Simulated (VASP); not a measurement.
# GaN (Fm-3m) in VASP: further runs, part 2 of 2

VASP 6.6.1. The steps go on from the part before.

## 3. Band structure, r2SCAN

INCAR

```
SYSTEM = GaN
ALGO = Normal
EDIFF = 1E-6
ENCUT = 520
ISIF = 2
ISMEAR = 0
LASPH = .True.
LCHARG = .False.
LMIXTAU = .True.
LREAL = .False.
LWAVE = .False.
METAGGA = R2SCAN
NBANDS = 16
NELM = 60
PREC = Accurate
SIGMA = 0.02
```

KPOINTS

```
k-points
0
Gamma
  14 14 14
  0 0 0
```

POSCAR

```
GaN
1.0
    0.0000000000      2.1108000000      2.1108000000
    2.1108000000      0.0000000000      2.1108000000
    2.1108000000      2.1108000000      0.0000000000
Ga N
1 1
Direct
    0.0000000000      0.0000000000      0.0000000000
    0.5000000000      0.5000000000      0.5000000000
```

KPOINTS_OPT

```
path GXWKGLUWLK,UX
15
line-mode
reciprocal
 0.0000000000  0.0000000000  0.0000000000  G
 0.5000000000  0.0000000000  0.5000000000  X

 0.5000000000  0.0000000000  0.5000000000  X
 0.5000000000  0.2500000000  0.7500000000  W

 0.5000000000  0.2500000000  0.7500000000  W
 0.3750000000  0.3750000000  0.7500000000  K

 0.3750000000  0.3750000000  0.7500000000  K
 0.0000000000  0.0000000000  0.0000000000  G

 0.0000000000  0.0000000000  0.0000000000  G
 0.5000000000  0.5000000000  0.5000000000  L

 0.5000000000  0.5000000000  0.5000000000  L
 0.6250000000  0.2500000000  0.6250000000  U

 0.6250000000  0.2500000000  0.6250000000  U
 0.5000000000  0.2500000000  0.7500000000  W

 0.5000000000  0.2500000000  0.7500000000  W
 0.5000000000  0.5000000000  0.5000000000  L

 0.5000000000  0.5000000000  0.5000000000  L
 0.3750000000  0.3750000000  0.7500000000  K

 0.6250000000  0.2500000000  0.6250000000  U
 0.5000000000  0.0000000000  0.5000000000  X
```

Potentials or basis: VASP PAW PBE potentials, release 64 (Ga_d, N).

Command:

```console
$ cat potpaw_PBE.64/Ga_d/POTCAR potpaw_PBE.64/N/POTCAR > POTCAR
$ mpirun -np 1 vasp_std > vasp.out
```

OUTCAR:

```text
SYSTEM = GaN
   EDIFF = 1E-6
   ENCUT = 520
   ISIF = 2
   ISMEAR = 0
   LASPH = .True.
   LREAL = .False.
   METAGGA = R2SCAN
   NELM = 60
   PREC = Accurate

 ion  position               nearest neighbor table
   1  0.000  0.000  0.000-   2 2.11   2 2.11   2 2.11   2 2.11   2 2.11   2 2.11
   2  0.500  0.500  0.500-   1 2.11   1 2.11   1 2.11   1 2.11   1 2.11   1 2.11

  LATTYP: Found a face centered cubic cell.
 ALAT       =     4.2216000000

  Lattice vectors:

 A1 = (   0.0000000000,   2.1108000000,   2.1108000000)
 A2 = (   2.1108000000,   0.0000000000,   2.1108000000)
 A3 = (   2.1108000000,   2.1108000000,   0.0000000000)

Analysis of symmetry for initial positions (statically):
=====================================================================
 Subroutine PRICEL returns:
 Original cell was already a primitive cell.

 Routine SETGRP: Setting up the symmetry group for a
 face centered cubic supercell.

 Subroutine GETGRP returns: Found 48 space group operations
 (whereof 48 operations were pure point group operations)
 out of a pool of 48 trial point group operations.

The static configuration has the point symmetry O_h .

Analysis of symmetry for dynamics (positions and initial velocities):
=====================================================================
 Subroutine PRICEL returns:
 Original cell was already a primitive cell.

 Routine SETGRP: Setting up the symmetry group for a
 face centered cubic supercell.

 Subroutine GETGRP returns: Found 48 space group operations
 (whereof 48 operations were pure point group operations)
 out of a pool of 48 trial point group operations.

The dynamic configuration has the point symmetry O_h .

 Subroutine INISYM returns: Found 48 space group operations
 (whereof 48 operations are pure point group operations),
 and found     1 'primitive' translations

----------------------------------------------------------------------------------------

                                     Primitive cell

  volume of cell :      18.8092

  direct lattice vectors                    reciprocal lattice vectors
     0.000000000  2.110800000  2.110800000    -0.236877013  0.236877013  0.236877013
     2.110800000  0.000000000  2.110800000     0.236877013 -0.236877013  0.236877013
     2.110800000  2.110800000  0.000000000     0.236877013  0.236877013 -0.236877013

  length of vectors
     2.985121987  2.985121987  2.985121987     0.410283022  0.410283022  0.410283022

  position of ions in fractional coordinates (direct lattice)
     0.000000000  0.000000000  0.000000000
     0.500000000  0.500000000  0.500000000

  ion indices of the primitive-cell ions
   primitive index   ion index
                 1           1
                 2           2

----------------------------------------------------------------------------------------

 KPOINTS: k-points

Automatic generation of k-mesh.
 Grid dimensions read from file:
 generate k-points for:   14   14   14

 Generating k-lattice:

  Cartesian coordinates                     Fractional coordinates (reciprocal lattice)
    -0.016919787  0.016919787  0.016919787     0.071428571  0.000000000  0.000000000
     0.016919787 -0.016919787  0.016919787     0.000000000  0.071428571  0.000000000
     0.016919787  0.016919787 -0.016919787     0.000000000  0.000000000  0.071428571

  Length of vectors
     0.029305930  0.029305930  0.029305930

  Shift w.r.t. Gamma in fractional coordinates (k-lattice)
     0.000000000  0.000000000  0.000000000

 Subroutine IBZKPT returns following result:
 ===========================================

 Found    104 irreducible k-points:

 Following reciprocal coordinates:
            Coordinates               Weight
  0.000000  0.000000  0.000000      1.000000
  0.071429  0.000000  0.000000      8.000000
  0.142857  0.000000  0.000000      8.000000
  0.214286  0.000000  0.000000      8.000000
  0.285714  0.000000  0.000000      8.000000
  0.357143  0.000000  0.000000      8.000000
[... 16 lines left out ...]
  0.214286  0.142857  0.000000     24.000000
  0.285714  0.142857  0.000000     24.000000
 [... further k-points ...]
   k-points           NKPTS =    104   k-points in BZ     NKDIM =    104   number of bands    NBANDS=     16
   number of dos      NEDOS =    301   number of ions     NIONS =      2
   total plane-waves  NPLWV =  13824
   dimension x,y,z NGX =    24 NGY =   24 NGZ =   24
   dimension x,y,z NGXF=    48 NGYF=   48 NGZF=   48
   ions per type =               1   1
   NGX,Y,Z   is equivalent  to a cutoff of  13.37, 13.37, 13.37 a.u.
   NGXF,Y,Z  is equivalent  to a cutoff of  26.73, 26.73, 26.73 a.u.
 SYSTEM =  GaN
   PREC   = accura    normal or accurate (medium, high low for compatibility)
   ISTART =      0    job   : 0-new  1-cont  2-samecut
   ICHARG =      2    charge: 1-file 2-atom 10-const
   ISPIN  =      1    spin polarized calculation?
   LNONCOLLINEAR =      F non collinear calculations
   LSORBIT =      F    spin-orbit coupling
   LASPH  =      T    aspherical Exc in radial PAW
   ENCUT  =  520.0 eV  38.22 Ry    6.18 a.u.   5.55  5.55  5.55*2*pi/ulx,y,z
   NELM   =     60;   NELMIN=  2; NELMDL= -5     # of ELM steps
   EDIFF  = 0.1E-05   stopping-criterion for ELM
   LREAL  =      F    real-space projection
   EDIFFG = 0.1E-04   stopping-criterion for IOM
   NSW    =      0    number of steps for IOM
   IBRION =     -1    ionic relax: 0-MD 1-quasi-New 2-CG
   NFREE  =      0    steps in history (QN), initial steepest desc. (CG)
   ISIF   =      2    stress and relaxation
   ISYM   =      2    0-nonsym 1-usesym 2-fastsym
   POTIM  = 0.5000    time-step for ionic-motion
   TEBEG  =    0.0;   TEEND  =   0.0 temperature during run
   PSTRESS=    0.0 pullay stress
   NELECT =      18.0000    total number of electrons
   NUPDOWN=      -1.0000    fix difference up-down
   EMIN   =  10.00;   EMAX   =-10.00  energy-range for DOS
   EFERMI =   0.00;   METHOD = LEGACY
   ISMEAR =     0;   SIGMA  =   0.02  broadening in eV -4-tet -1-fermi 0-gaus
   EFERMI_NEDOS =   21; number of points for ismear=-14 and -15
   IALGO  =     38    algorithm
   IMIX   =      4    mixing-type and parameters
     AMIX     =   0.40;   BMIX     =  1.00
     AMIX_MAG =   1.60;   BMIX_MAG =  1.00
  volume/ion in A,a.u.               =       9.40        63.47
  Fermi-wavevector in a.u.,A,eV,Ry     =   1.613276  3.048649 35.411317  2.602658
  Thomas-Fermi vector in A             =   2.708371
   LORBIT       =      0    0 simple, 1 ext, 2 COOP (PROOUT), +10 PAW based schemes
   METAGGA = R2SCAN    functional components
   LHFCALC =     F    Hartree Fock is set to
   AEXX    =    0.0000 exact exchange contribution
   IVDW    =     0    specifies the selected vdW correction
   LEPSILON=     F    determine dielectric tensor
   LRPA    =     F    only Hartree local field effects (RPA)
 non-spin polarized calculation
 Gauss-broadening in eV      SIGMA  =   0.02
  energy-cutoff  :      520.00
  volume of cell :       18.81
 maximum number of plane-waves:       531
 NGX is ok and might be reduce to    24
   NGX = 11   NGY = 11   NGZ = 11

 number of electron      18.0000009 magnetization

 Free energy of the ion-electron system (eV)
  ---------------------------------------------------
  ext. energy  EPLUGINS =         0.00000000
  ---------------------------------------------------
  free energy    TOTEN  =       -20.97666352 eV

  energy without entropy =      -20.97666352  energy(sigma->0) =      -20.97666352

 E-fermi :   7.9064     XC(G=0): -14.1981

 val. band max:        7.7064207844   @ k =  -0.2143   0.1429   0.0000
 cond. band min:       8.8328774422   @ k =   0.5000   0.5000   0.0000
 fundamental gap:      1.1264566578
 Fermi energy:         7.9064051025

 k-point     1 :       0.0000    0.0000    0.0000
  band No.  band energies     occupation
      1     -10.3972      2.00000
      2      -6.6803      2.00000
      3      -6.6803      2.00000
      4      -6.6803      2.00000
      5      -6.6114      2.00000
      6      -6.6114      2.00000
[... 8 lines left out ...]
     15      24.6764      0.00000
     16      24.6764      0.00000
[... 419 lines left out ...]
 k-point    24 :       0.2857    0.1429    0.0000
  band No.  band energies     occupation
      1      -9.1262      2.00000
      2      -6.7475      2.00000
      3      -6.7147      2.00000
      4      -6.6709      2.00000
      5      -6.5336      2.00000
      6      -6.5245      2.00000
[... 8 lines left out ...]
     15      28.4775      0.00000
     16      29.4721      0.00000

 [... further k-points ...]
[... 5 lines left out ...]
  --------------------------------------------------------------------------------------
  -------------------------------------------------------------------------------------
  Total        0.0666276      0.0666276      0.0666276      0.0000000      0.0000000     -0.0000000
  in kB        5.6753603      5.6753603      5.6753603      0.0000000      0.0000000     -0.0000000
  external PRESSURE =       5.6753603 kB  Pullay stress =       0.0000000 kB

 VOLUME and BASIS-vectors are now :
 -----------------------------------------------------------------------------
  energy-cutoff  :      520.00
  volume of cell :       18.81
      direct lattice vectors                 reciprocal lattice vectors
     0.000000000  2.110800000  2.110800000    -0.236877013  0.236877013  0.236877013
     2.110800000  0.000000000  2.110800000     0.236877013 -0.236877013  0.236877013
     2.110800000  2.110800000  0.000000000     0.236877013  0.236877013 -0.236877013

 POSITION                                       TOTAL-FORCE (eV/Angst)
 -----------------------------------------------------------------------------------
      0.00000      0.00000      0.00000         0.000000     -0.000000      0.000000
      2.11080      2.11080      2.11080        -0.000000      0.000000     -0.000000
 -----------------------------------------------------------------------------------
    total drift:                                0.000000     -0.000000     -0.000000

  FREE ENERGIE OF THE ION-ELECTRON SYSTEM (eV)
  ---------------------------------------------------
  free  energy   TOTEN  =       -20.9766635213 eV

  energy  without entropy=      -20.9766635213  energy(sigma->0) =      -20.97666352
```

It took 81 s on 1 thread of Intel Xeon 6975P-C (Granite Rapids), shared host; peak memory 0.18 GiB.

Results:

| Item | Value |
| --- | --- |
| Free energy | -20.9767 eV |
| Pressure | 0.6 GPa |
| Band gap on the k mesh | 1.13 eV, indirect (least direct gap 3.36 eV) |
| Band gap along the path | 1.13 eV, indirect (least direct gap 3.37 eV) |

Levels at the corners of the path, in eV from the valence-band top:
| point | band 6 | band 7 | band 8 | band 9 | band 10 | band 11 | band 12 | band 13 |
| --- | --- | --- | --- | --- | --- | --- | --- | --- |
| Γ | -14.32 | -0.53 | -0.53 | -0.53 | 2.83 | 15.47 | 15.47 | 15.47 |
| X | -11.55 | -7.26 | -3.14 | -3.14 | 1.13 | 8.50 | 13.09 | 15.71 |
| X | -11.55 | -7.26 | -3.14 | -3.14 | 1.13 | 8.50 | 13.09 | 15.71 |
| W | -11.82 | -5.45 | -5.45 | -4.60 | 5.71 | 10.73 | 11.26 | 11.26 |
| W | -11.82 | -5.45 | -5.45 | -4.60 | 5.71 | 10.73 | 11.26 | 11.26 |
| K | -12.00 | -6.27 | -5.79 | -2.18 | 3.75 | 9.78 | 12.23 | 13.56 |
| K | -12.00 | -6.27 | -5.79 | -2.18 | 3.75 | 9.78 | 12.23 | 13.56 |
| Γ | -14.32 | -0.53 | -0.53 | -0.53 | 2.83 | 15.47 | 15.47 | 15.47 |
| Γ | -14.32 | -0.53 | -0.53 | -0.53 | 2.83 | 15.47 | 15.47 | 15.47 |
| L | -14.17 | -8.37 | -0.18 | -0.18 | 5.38 | 9.83 | 9.83 | 10.37 |
| L | -14.17 | -8.37 | -0.18 | -0.18 | 5.38 | 9.83 | 9.83 | 10.37 |
| U | -12.00 | -6.27 | -5.79 | -2.18 | 3.75 | 9.78 | 12.23 | 13.56 |
| U | -12.00 | -6.27 | -5.79 | -2.18 | 3.75 | 9.78 | 12.23 | 13.56 |
| W | -11.82 | -5.45 | -5.45 | -4.60 | 5.71 | 10.73 | 11.26 | 11.26 |
| W | -11.82 | -5.45 | -5.45 | -4.60 | 5.71 | 10.73 | 11.26 | 11.26 |
| L | -14.17 | -8.37 | -0.18 | -0.18 | 5.38 | 9.83 | 9.83 | 10.37 |
| L | -14.17 | -8.37 | -0.18 | -0.18 | 5.38 | 9.83 | 9.83 | 10.37 |
| K | -12.00 | -6.27 | -5.79 | -2.18 | 3.75 | 9.78 | 12.23 | 13.56 |
| U | -12.00 | -6.27 | -5.79 | -2.18 | 3.75 | 9.78 | 12.23 | 13.56 |
| X | -11.55 | -7.26 | -3.14 | -3.14 | 1.13 | 8.50 | 13.09 | 15.71 |

Caveat: the PAW data sets were made with another functional, which shifts forces and pressure a little. r2SCAN opens gaps a little over a GGA but as a rule still falls short of measured ones.

## 4. Band structure, TB-mBJ

POSCAR is that of step 3.

INCAR.step1

```
SYSTEM = GaN
ALGO = Normal
EDIFF = 1E-5
ENCUT = 520
GGA = PE
ISIF = 2
ISMEAR = 0
LASPH = .True.
LCHARG = .False.
LREAL = .False.
LWAVE = .True.
NBANDS = 16
NELM = 60
PREC = Accurate
SIGMA = 0.02
```

INCAR.step2

```
SYSTEM = GaN
ALGO = Normal
EDIFF = 1E-6
ENCUT = 520
ISIF = 2
ISMEAR = 0
ISTART = 1
LASPH = .True.
LCHARG = .False.
LREAL = .False.
LWAVE = .False.
METAGGA = MBJ
NBANDS = 16
NELM = 60
PREC = Accurate
SIGMA = 0.02
```

KPOINTS is that of step 3.

KPOINTS_OPT is that of step 3.

Potentials or basis: VASP PAW PBE potentials, release 64 (Ga_d, N).

Command:

```console
$ cat potpaw_PBE.64/Ga_d/POTCAR potpaw_PBE.64/N/POTCAR > POTCAR
$ cp INCAR.step1 INCAR
$ mpirun -np 1 vasp_std > vasp.out
$ cp INCAR.step2 INCAR
$ mpirun -np 1 vasp_std > vasp.out
```

OUTCAR:

```text
SYSTEM = GaN
   EDIFF = 1E-6
   ENCUT = 520
   ISIF = 2
   ISMEAR = 0
   ISTART = 1
   LASPH = .True.
   LREAL = .False.
   METAGGA = MBJ
   NELM = 60
   PREC = Accurate

 ion  position               nearest neighbor table
   1  0.000  0.000  0.000-   2 2.11   2 2.11   2 2.11   2 2.11   2 2.11   2 2.11
   2  0.500  0.500  0.500-   1 2.11   1 2.11   1 2.11   1 2.11   1 2.11   1 2.11

  LATTYP: Found a face centered cubic cell.
 ALAT       =     4.2216000000

  Lattice vectors:

[... 194 lines left out ...]
      6      -5.5751      2.00000
[... 433 lines left out ...]
      3      -5.6849      2.00000
      4      -5.6258      2.00000
      5      -5.4747      2.00000
      6      -5.4674      2.00000
[... 8 lines left out ...]
     15      28.9607      0.00000
     16      29.6204      0.00000

 [... further k-points ...]
[... 5 lines left out ...]
  --------------------------------------------------------------------------------------
  -------------------------------------------------------------------------------------
  Total     -110.0603772   -110.0603772   -110.0603772      0.0000000      0.0000000     -0.0000000
  in kB    -9374.9795076  -9374.9795076  -9374.9795076      0.0000000      0.0000000     -0.0000000
  external PRESSURE =   -9374.9795076 kB  Pullay stress =       0.0000000 kB

 VOLUME and BASIS-vectors are now :
 -----------------------------------------------------------------------------
  energy-cutoff  :      520.00
  volume of cell :       18.81
      direct lattice vectors                 reciprocal lattice vectors
     0.000000000  2.110800000  2.110800000    -0.236877013  0.236877013  0.236877013
     2.110800000  0.000000000  2.110800000     0.236877013 -0.236877013  0.236877013
     2.110800000  2.110800000  0.000000000     0.236877013  0.236877013 -0.236877013

 POSITION                                       TOTAL-FORCE (eV/Angst)
 -----------------------------------------------------------------------------------
      0.00000      0.00000      0.00000        -0.000000     -0.000000     -0.000000
      2.11080      2.11080      2.11080         0.000000      0.000000      0.000000
 -----------------------------------------------------------------------------------
    total drift:                                0.000000     -0.000000     -0.000000

  FREE ENERGIE OF THE ION-ELECTRON SYSTEM (eV)
  ---------------------------------------------------
  free  energy   TOTEN  =       107.2498353405 eV

  energy  without entropy=      107.2498353405  energy(sigma->0) =      107.24983534
```

OUTCAR.step1:

```text
SYSTEM = GaN
   EDIFF = 1E-5
   ENCUT = 520
   GGA = PE
   ISIF = 2
   ISMEAR = 0
[... 680 lines left out ...]
      0.00000      0.00000      0.00000        -0.000000     -0.000000     -0.000000
      2.11080      2.11080      2.11080         0.000000      0.000000      0.000000
 -----------------------------------------------------------------------------------
    total drift:                                0.000000     -0.000000     -0.000000

  FREE ENERGIE OF THE ION-ELECTRON SYSTEM (eV)
  ---------------------------------------------------
  free  energy   TOTEN  =       -11.1888664427 eV

  energy  without entropy=      -11.1888664427  energy(sigma->0) =      -11.18886644
```

OSZICAR.step1:

```text
N       E                     dE             d eps       ncg     rms          rms(c)
DAV:   1     0.743768629588E+02    0.74377E+02   -0.91448E+03  3816   0.211E+03
DAV:   2    -0.841364001859E+01   -0.82791E+02   -0.76613E+02  3760   0.321E+02
DAV:   3    -0.129749413771E+02   -0.45613E+01   -0.45451E+01  3888   0.641E+01
DAV:   4    -0.130167487205E+02   -0.41807E-01   -0.41802E-01  4112   0.637E+00
DAV:   5    -0.130171980882E+02   -0.44937E-03   -0.44937E-03  3928   0.619E-01    0.736E+00
DAV:   6    -0.112116224785E+02    0.18056E+01   -0.43444E+00  4888   0.400E+01    0.239E+00
DAV:   7    -0.112036599965E+02    0.79625E-02   -0.22739E-01  3944   0.518E+00    0.157E+00
DAV:   8    -0.111906963656E+02    0.12964E-01   -0.31784E-02  3840   0.214E+00    0.523E-01
DAV:   9    -0.111888683545E+02    0.18280E-02   -0.66708E-03  4048   0.193E+00    0.115E-01
DAV:  10    -0.111888738937E+02   -0.55392E-05   -0.59517E-04  3904   0.304E-01    0.206E-02
DAV:  11    -0.111888664427E+02    0.74510E-05   -0.46609E-05  3904   0.750E-02
   1 F= -.11188866E+02 E0= -.11188866E+02  d E =-.754900E-44
```

Run time: 76 s. Hardware: 1 thread of Intel Xeon 6975P-C (Granite Rapids), shared host; peak memory 0.18 GiB.

Results:

* Band gap on the k mesh: 2.29 eV, indirect (least direct gap 4.00 eV)
* Band gap along the path: 2.28 eV, indirect (least direct gap 4.00 eV)

Levels at the corners of the path, in eV from the valence-band top:
```
point  band 6  band 7  band 8  band 9  band 10  band 11  band 12  band 13
    Γ  -13.72   -0.56   -0.56   -0.56     3.44    15.35    15.35    15.36
    X  -11.40   -6.67   -2.90   -2.90     2.28     8.81    13.62    16.56
    X  -11.40   -6.67   -2.90   -2.90     2.28     8.81    13.62    16.56
    W  -11.69   -4.99   -4.99   -3.95     6.41    11.49    11.53    11.53
    W  -11.69   -4.99   -4.99   -3.95     6.41    11.49    11.53    11.53
    K  -11.84   -5.74   -5.15   -1.99     4.67    10.08    12.63    14.30
    K  -11.84   -5.74   -5.15   -1.99     4.67    10.08    12.63    14.30
    Γ  -13.72   -0.56   -0.56   -0.56     3.44    15.35    15.35    15.36
    Γ  -13.72   -0.56   -0.56   -0.56     3.44    15.35    15.35    15.36
    L  -13.55   -7.59   -0.14   -0.14     5.85    10.46    10.46    11.18
    L  -13.55   -7.59   -0.14   -0.14     5.85    10.46    10.46    11.18
    U  -11.84   -5.74   -5.15   -1.99     4.67    10.08    12.63    14.30
    U  -11.84   -5.74   -5.15   -1.99     4.67    10.08    12.63    14.30
    W  -11.69   -4.99   -4.99   -3.95     6.41    11.49    11.53    11.53
    W  -11.69   -4.99   -4.99   -3.95     6.41    11.49    11.53    11.53
    L  -13.55   -7.59   -0.14   -0.14     5.85    10.46    10.46    11.18
    L  -13.55   -7.59   -0.14   -0.14     5.85    10.46    10.46    11.18
    K  -11.84   -5.74   -5.15   -1.99     4.67    10.08    12.63    14.30
    U  -11.84   -5.74   -5.15   -1.99     4.67    10.08    12.63    14.30
    X  -11.40   -6.67   -2.90   -2.90     2.28     8.81    13.62    16.56
```

Caveat: the PAW data sets were made with another functional, which shifts forces and pressure a little.

## 5. Summary

```csv
level,gap on the mesh (eV)
PBEsol,0.53
r2SCAN,1.13
TB-mBJ,2.29
```

Alike in all rows: task band structure; potentials or basis VASP PAW PBE potentials, release 64 (Ga_d, N); no spin polarisation; cell as given; k mesh 14 × 14 × 14; cutoff (eV) 520; smearing gaussian 0.02 eV.

On the cell as given the gap runs from 0.53 eV (PBEsol) to 2.28 eV (TB-mBJ).

Caveats: the PAW data sets were made with another functional, which shifts forces and pressure a little.

Absolute energies hang on the potentials; compare differences alone.
